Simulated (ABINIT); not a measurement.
Write the native input for ABINIT 10.8.3 (patched build) that does the following.

```yaml
Task: band structure
Functional: WC
Potentials_or_basis: JTH PAW PBE v2.0
Cutoff: 544 eV
k_mesh: 11 × 11 × 11
Occupations: fermi-dirac, width 0.05 eV
Spin: no spin polarisation
Fine-grid_cutoff: 1088.46 eV
```

The system is Ag.

```
Ag
1.0
     0.00000    2.04275    2.04275
     2.04275    0.00000    2.04275
     2.04275    2.04275    0.00000
Ag
1
Direct
  0.00000 0.00000 0.00000
```

One way to write it, as run:

run.abi

```
# Datasets: ground state, then fixed potential
ndtset 2

# Pseudopotentials
pp_dirpath "./"
pseudos "Ag.GGA_PBE-JTH.xml"

# Structure
acell 5.4592009917 5.4592009917 5.4592009917
rprim
     0.0000000000     0.7071067812     0.7071067812
     0.7071067812     0.0000000000     0.7071067812
     0.7071067812     0.7071067812     0.0000000000
ntypat 1
znucl 47
natom 1
typat 1
xcart
     0.0000000000     0.0000000000     0.0000000000

# Plane-wave basis
ecut 544.227725 eV
pawecutdg 40.0
pawxcdev 0

# Exchange and correlation
ixc 23

# Bands and occupations
occopt 3
tsmear 0.00183747

# SCF cycle
nstep 100

# Output
iomode 3
prtwf 0
prteig 0
prtebands 0
enunit 1
prtden1 1
prtvha1 1
prtvclmb1 1
prtpot1 1

# Dataset 1
kptopt1 1
ngkpt1 11 11 11
nshiftk1 1
shiftk1 0.0 0.0 0.0
nband1 10
tolvrs1 1.0e-9

# Dataset 2: bands along G-X-W-K-G-L-U-W-L-K
iscf2 -2
getden2 1
nband2 16
nbdbuf2 4
tolwfr2 1.0e-11
kptopt2 -9
ndivsm2 8
prteig2 1
prtvol2 -3
kptbounds2
     0.0000000000     0.0000000000     0.0000000000
     0.5000000000     0.0000000000     0.5000000000
     0.5000000000     0.2500000000     0.7500000000
     0.3750000000     0.3750000000     0.7500000000
     0.0000000000     0.0000000000     0.0000000000
     0.5000000000     0.5000000000     0.5000000000
     0.6250000000     0.2500000000     0.6250000000
     0.5000000000     0.2500000000     0.7500000000
     0.5000000000     0.5000000000     0.5000000000
     0.3750000000     0.3750000000     0.7500000000
```

Potentials or basis: JTH PAW PBE v2.0.

The run is started by

```bash
$ abinit run.abi > log 2>&1
```

It gave:

| Item | Value |
| --- | --- |
| Pressure | -2.2 GPa |
| Band gap on the k mesh | none (metal or under the smearing width) |
| Valence electrons inside the program's atomic spheres | Ag 9.82 (radii [1.331] Å) |

Caveat: the PAW data sets were made with another functional, which shifts forces and pressure a little.

Wall time 20 s on 1 thread of Arm Neoverse V1 (shared host), peak memory 0.11 GiB.
